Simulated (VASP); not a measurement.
# HfC (Fm-3m) in VASP: further runs, part 2 of 2

VASP 6.6.1. Earlier steps stand in the parts before.

**3. Relaxation of cell and atoms, LDA**

Contents of INCAR:

```
SYSTEM = HfC
PREC = Accurate
ENCUT = 600
EDIFF = 1E-7
ISMEAR = 0
SIGMA = 0.1
LREAL = .False.
LASPH = .True.
NELM = 60
ALGO = Normal
ISIF = 3
LWAVE = .False.
LCHARG = .False.
IBRION = 2
NSW = 90
EDIFFG = -0.005
```

Contents of KPOINTS:

```
Automatic mesh
0
Gamma
  16 16 16
  0 0 0
```

Contents of POSCAR:

```
HfC
1.0
    0.0000000000      2.3171388400      2.3171388400
    2.3171388400      0.0000000000      2.3171388400
    2.3171388400      2.3171388400      0.0000000000
Hf C
1 1
Direct
    0.0000000000      0.0000000000      0.0000000000
    0.5000000000      0.5000000000      0.5000000000
```

Potentials or basis: VASP PAW LDA potentials, release 64 (Hf_pv, C).

The run is started by

```console
cat potpaw_LDA.64/Hf_pv/POTCAR potpaw_LDA.64/C/POTCAR > POTCAR
mpirun -np 1 vasp_std > vasp.out
```

OUTCAR:

```text
SYSTEM = HfC
   PREC = Accurate
   ENCUT = 600
   EDIFF = 1E-7
   ISMEAR = 0
   LREAL = .False.
   LASPH = .True.
   NELM = 60
   ISIF = 3
   IBRION = 2
   NSW = 90
   EDIFFG = -0.005

 ion  position               nearest neighbor table
   1  0.000  0.000  0.000-   2 2.32   2 2.32   2 2.32   2 2.32   2 2.32   2 2.32
   2  0.500  0.500  0.500-   1 2.32   1 2.32   1 2.32   1 2.32   1 2.32   1 2.32

  LATTYP: Found a face centered cubic cell.
 ALAT       =     4.6342776800

  Lattice vectors:

 A1 = (   0.0000000000,   2.3171388400,   2.3171388400)
 A2 = (   2.3171388400,   0.0000000000,   2.3171388400)
 A3 = (   2.3171388400,   2.3171388400,   0.0000000000)

Analysis of symmetry for initial positions (statically):
=====================================================================
 Subroutine PRICEL returns:
 Original cell was already a primitive cell.

 Routine SETGRP: Setting up the symmetry group for a
 face centered cubic supercell.

 Subroutine GETGRP returns: Found 48 space group operations
 (whereof 48 operations were pure point group operations)
 out of a pool of 48 trial point group operations.

The static configuration has the point symmetry O_h .

Analysis of symmetry for dynamics (positions and initial velocities):
=====================================================================
 Subroutine PRICEL returns:
 Original cell was already a primitive cell.

 Routine SETGRP: Setting up the symmetry group for a
 face centered cubic supercell.

 Subroutine GETGRP returns: Found 48 space group operations
 (whereof 48 operations were pure point group operations)
 out of a pool of 48 trial point group operations.

The dynamic configuration has the point symmetry O_h .

 Subroutine INISYM returns: Found 48 space group operations
 (whereof 48 operations are pure point group operations),
 and found     1 'primitive' translations

----------------------------------------------------------------------------------------

                                     Primitive cell

  volume of cell :      24.8821

  direct lattice vectors                    reciprocal lattice vectors
     0.000000000  2.317138840  2.317138840    -0.215783358  0.215783358  0.215783358
     2.317138840  0.000000000  2.317138840     0.215783358 -0.215783358  0.215783358
     2.317138840  2.317138840  0.000000000     0.215783358  0.215783358 -0.215783358

  length of vectors
     3.276929173  3.276929173  3.276929173     0.373747740  0.373747740  0.373747740

  position of ions in fractional coordinates (direct lattice)
     0.000000000  0.000000000  0.000000000
     0.500000000  0.500000000  0.500000000

  ion indices of the primitive-cell ions
   primitive index   ion index
                 1           1
                 2           2

----------------------------------------------------------------------------------------

 KPOINTS: Automatic mesh

Automatic generation of k-mesh.
 Grid dimensions read from file:
 generate k-points for:   16   16   16

 Generating k-lattice:

  Cartesian coordinates                     Fractional coordinates (reciprocal lattice)
    -0.013486460  0.013486460  0.013486460     0.062500000  0.000000000  0.000000000
     0.013486460 -0.013486460  0.013486460     0.000000000  0.062500000  0.000000000
     0.013486460  0.013486460 -0.013486460     0.000000000  0.000000000  0.062500000

[... 52 lines left out ...]
   LSORBIT =      F    spin-orbit coupling
   LASPH  =      T    aspherical Exc in radial PAW
   ENCUT  =  600.0 eV  44.10 Ry    6.64 a.u.   6.54  6.54  6.54*2*pi/ulx,y,z
   NELM   =     60;   NELMIN=  2; NELMDL= -5     # of ELM steps
   EDIFF  = 0.1E-06   stopping-criterion for ELM
   LREAL  =      F    real-space projection
   EDIFFG = -.5E-02   stopping-criterion for IOM
   NSW    =     90    number of steps for IOM
   IBRION =      2    ionic relax: 0-MD 1-quasi-New 2-CG
   NFREE  =      1    steps in history (QN), initial steepest desc. (CG)
   ISIF   =      3    stress and relaxation
   ISYM   =      2    0-nonsym 1-usesym 2-fastsym
   POTIM  = 0.5000    time-step for ionic-motion
   TEBEG  =    0.0;   TEEND  =   0.0 temperature during run
   PSTRESS=    0.0 pullay stress
   NELECT =      14.0000    total number of electrons
   NUPDOWN=      -1.0000    fix difference up-down
   EMIN   =  10.00;   EMAX   =-10.00  energy-range for DOS
   EFERMI =   0.00;   METHOD = LEGACY
   ISMEAR =     0;   SIGMA  =   0.10  broadening in eV -4-tet -1-fermi 0-gaus
   EFERMI_NEDOS =   21; number of points for ismear=-14 and -15
   IALGO  =     38    algorithm
   IMIX   =      4    mixing-type and parameters
     AMIX     =   0.40;   BMIX     =  1.00
     AMIX_MAG =   1.60;   BMIX_MAG =  1.00
  volume/ion in A,a.u.               =      12.44        83.96
  Fermi-wavevector in a.u.,A,eV,Ry     =   1.351519  2.554000 24.852447  1.826603
  Thomas-Fermi vector in A             =   2.478934
   LORBIT       =      0    0 simple, 1 ext, 2 COOP (PROOUT), +10 PAW based schemes
   GGA     = CA    functional components
   LHFCALC =     F    Hartree Fock is set to
   AEXX    =    0.0000 exact exchange contribution
   IVDW    =     0    specifies the selected vdW correction
   LEPSILON=     F    determine dielectric tensor
   LRPA    =     F    only Hartree local field effects (RPA)
 conjugate gradient relaxation of ions
 non-spin polarized calculation
 Gauss-broadening in eV      SIGMA  =   0.10
  energy-cutoff  :      600.00
  volume of cell :       24.88
 maximum number of plane-waves:       869
 NGX is ok and might be reduce to    28
   NGX = 13   NGY = 13   NGZ = 13

--------------------------------------- Ionic step        1  -------------------------------------------

 number of electron      14.0000000 magnetization

 Free energy of the ion-electron system (eV)
  ---------------------------------------------------
  ext. energy  EPLUGINS =         0.00000000
  ---------------------------------------------------
  free energy    TOTEN  =       -22.86879309 eV

  energy without entropy =      -22.86651114  energy(sigma->0) =      -22.86765211

------------------------ aborting loop because EDIFF is reached ----------------------------------------

  FORCE on cell =-STRESS in cart. coord.  units (eV):
  Direction    XX          YY          ZZ          XY          YZ          ZX
  --------------------------------------------------------------------------------------
  -------------------------------------------------------------------------------------
  Total       -1.4610792     -1.4610792     -1.4610792      0.0000000      0.0000000      0.0000000
  in kB      -94.0801872    -94.0801872    -94.0801872      0.0000000      0.0000000      0.0000000
  external PRESSURE =     -94.0801872 kB  Pullay stress =       0.0000000 kB
[... 95 lines left out ...]
--------------------------------------- Ionic step        4  -------------------------------------------

 number of electron      13.9999999 magnetization

 Free energy of the ion-electron system (eV)
  ---------------------------------------------------
  ext. energy  EPLUGINS =         0.00000000
  ---------------------------------------------------
  free energy    TOTEN  =       -22.89702516 eV

  energy without entropy =      -22.89481514  energy(sigma->0) =      -22.89592015

 E-fermi :   6.2156     XC(G=0): -12.7240

 val. band max:        6.2139471585   @ k =   0.3125   0.2500   0.0000
 cond. band min:       6.2165160336   @ k =   0.0625   0.0625   0.0000
 fundamental gap:      0.0025688751
 Fermi energy:         6.2155991716

 k-point     1 :       0.0000    0.0000    0.0000
  band No.  band energies     occupation
      1     -22.9353      2.00000
      2     -22.9353      2.00000
      3     -22.9353      2.00000
      4      -6.1509      2.00000
      5       7.2840      0.00000
      6       7.2840      0.00000
      7       7.2840      0.00000
      8       7.5480      0.00000
      9       7.5480      0.00000
     10       7.5480      0.00000
     11       9.7074      0.00000
[... 309 lines left out ...]
 k-point    24 :      -0.0625    0.0625    0.0000
  band No.  band energies     occupation
      1     -23.0166      2.00000
      2     -22.9574      2.00000
      3     -22.9374      2.00000
      4      -5.8676      2.00000
      5       5.8333      2.00000
      6       6.1210      1.81892
      7       6.2207      0.94276
      8       7.7173      0.00000
      9       8.4370      0.00000
     10       8.4556      0.00000
     11      10.3568      0.00000

 [... further k-points ...]

------------------------ aborting loop because EDIFF is reached ----------------------------------------

  FORCE on cell =-STRESS in cart. coord.  units (eV):
  Direction    XX          YY          ZZ          XY          YZ          ZX
  --------------------------------------------------------------------------------------
  -------------------------------------------------------------------------------------
  Total       -0.0014803     -0.0014803     -0.0014803      0.0000000      0.0000000      0.0000000
  in kB       -0.0990192     -0.0990192     -0.0990192      0.0000000      0.0000000      0.0000000
  external PRESSURE =      -0.0990192 kB  Pullay stress =       0.0000000 kB
[... 17 lines left out ...]
  FREE ENERGIE OF THE ION-ELECTRON SYSTEM (eV)
  ---------------------------------------------------
  free  energy   TOTEN  =       -22.8970251552 eV

  energy  without entropy=      -22.8948151354  energy(sigma->0) =      -22.89592015

 reached required accuracy - stopping structural energy minimisation
```

Wall time 85 s (1 thread of AMD EPYC 9R14 (Zen 4), shared host); peak memory 0.17 GiB.

Results:

- Free energy: -22.8970 eV
- Relaxed volume: 11.98 Å³/atom
- Relaxed cell: a = 3.236 Å, b = 3.236 Å, c = 3.236 Å, α = 60.00°, β = 60.00°, γ = 60.00°
- Space group after relaxing (to 0.05 Å): Fm-3m (No. 225)
- Energy gained by relaxing: 14.1 meV/atom
- Ionic steps: 4
- Pressure after relaxing: 0.0 GPa
- Band gap on the k mesh: none (metal or under the smearing width)

Step by step:
```tsv
step	energy change (eV)	largest force (eV/Å)	pressure (GPa)	volume (Å³)
1	0.0000	0.0000	-9.41	24.88
2	0.0725	0.0000	21.28	22.34
3	-0.0282	0.0000	-0.20	23.97
4	-0.0282	0.0000	-0.01	23.95
```

Final structure:
```xyz
2
Lattice="0.0000 2.2879 2.2879 2.2879 0.0000 2.2879 2.2879 2.2879 0.0000" Properties=species:S:1:pos:R:3 pbc="T T T"
Hf    0.0000    0.0000    0.0000
C     2.2879    2.2879    2.2879
```

The run has no spin-orbit coupling, so splittings on Hf are missing.

**4. Relaxation of cell and atoms, PBE**

INCAR, as its differences from that of step 3:

```diff
@@ -13,2 +13,3 @@
 LCHARG = .False.
+GGA = PE
 IBRION = 2
```

KPOINTS is that of step 3.

POSCAR is that of step 3.

Potentials or basis: VASP PAW PBE potentials, release 64 (Hf_pv, C).

The run is started by

```console
cat potpaw_PBE.64/Hf_pv/POTCAR potpaw_PBE.64/C/POTCAR > POTCAR
mpirun -np 1 vasp_std > vasp.out
```

Wall time 83 s (1 thread of AMD EPYC 9R14 (Zen 4), shared host); peak memory 0.17 GiB.

It converged, with:

```
Free energy                            : -21.0470 eV
Relaxed volume                         : 12.54 Å³/atom
Relaxed cell                           : a = 3.286 Å, b = 3.286 Å, c = 3.286 Å, α = 60.00°, β = 60.00°, γ = 60.00°
Space group after relaxing (to 0.05 Å) : Fm-3m (No. 225)
Energy gained by relaxing              : 0.6 meV/atom
Ionic steps                            : 3
Pressure after relaxing                : 0.0 GPa
Band gap on the k mesh                 : none (metal or under the smearing width)
```

Step by step:
| step | energy change (eV) | largest force (eV/Å) | pressure (GPa) | volume (Å³) |
| --- | --- | --- | --- | --- |
| 1 | 0.0000 | 0.0000 | 1.95 | 24.88 |
| 2 | 0.0024 | 0.0000 | -3.22 | 25.43 |
| 3 | -0.0012 | 0.0000 | 0.00 | 25.08 |

Final structure:
```cif
data_structure
_symmetry_space_group_name_H-M 'P 1'
_symmetry_Int_Tables_number 1
_cell_length_a 3.2857
_cell_length_b 3.2857
_cell_length_c 3.2857
_cell_angle_alpha 60.000
_cell_angle_beta 60.000
_cell_angle_gamma 60.000
_cell_volume 25.08
loop_
_atom_site_label
_atom_site_type_symbol
_atom_site_fract_x
_atom_site_fract_y
_atom_site_fract_z
_atom_site_occupancy
Hf1 Hf 0.00000 0.00000 0.00000 1
C1 C 0.50000 0.50000 0.50000 1
```

Levels at points of the mesh, in eV from the Fermi level:
```tsv
k point	band 4	band 5	band 6	band 7	band 8	band 9	band 10	band 11
(0.00, 0.00, 0.00)	-12.30	1.02	1.02	1.02	1.41	1.41	1.41	3.42
(0.50, 0.00, 0.00)	-8.54	-6.13	-2.97	-2.97	5.35	5.35	5.82	6.58
(0.50, 0.50, 0.00)	-10.40	-2.56	-1.76	-0.07	-0.07	5.34	6.77	6.77
```

The run has no spin-orbit coupling, so splittings on Hf are missing.

**5. Overview**

```tsv
level	potentials or basis	gap on the mesh (eV)	pressure (GPa)	relaxed volume (Å³/atom)
PBEsol	VASP PAW PBE potentials, release 64 (Hf_pv, C)	none	0.0	12.21
LDA	VASP PAW LDA potentials, release 64 (Hf_pv, C)	none	0.0	11.98
PBE	VASP PAW PBE potentials, release 64 (Hf_pv, C)	none	0.0	12.54
```

Alike in all rows: task relaxation of cell and atoms; no spin polarisation; cell relaxed; k mesh 16 × 16 × 16; cutoff (eV) 600; smearing gaussian 0.1 eV.

Caveats: the PAW data sets were made with another functional, which shifts forces and pressure a little (some runs).

Absolute energies hang on the potentials; compare differences alone.
